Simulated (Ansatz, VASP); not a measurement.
**CoSn3 in VASP and in Ansatz**

```xyz
4
Lattice="0.0000 3.4684 3.4684 3.4684 0.0000 3.4684 3.4684 3.4684 0.0000" Properties=species:S:1:pos:R:3 pbc="T T T"
Sn    1.7342    1.7342    1.7342
Sn    5.2027    5.2027    5.2027
Sn    3.4684    3.4684    3.4684
Co    0.0000    0.0000    0.0000
```

Alike in both runs: functional PBEsol; k mesh 10 × 10 × 10; occupations gaussian, width 0.1 eV; no spin polarisation.

Ansatz relaxed the structure, and its values are those at the end. VASP's run is a single point on that final structure, the one shown.

```csv
,VASP,Ansatz
version,VASP 6.6.1,Ansatz 0.2.0
potentials or method,"VASP PAW PBE potentials, release 64 (Sn_d, Co)","scalar-relativistic, plane waves, PAW"
plane-wave cutoff (eV),520,420
valence electrons in the cell,51,59
```

```tsv
	VASP	Ansatz	Ansatz less VASP
gap on the k mesh at the Fermi level (eV)	none	none	-
pressure (GPa)	0.0	0.0	+0.01
```

A gap of «none» marks a metal or a gap that the smearing closes. The two sets of potentials don't hold the same shells in valence.

Caveats: the PAW data sets were made with another functional, which shifts forces and pressure a little (VASP). Spin polarisation is off, so any magnetic state and its effect on volume and gap are missing.
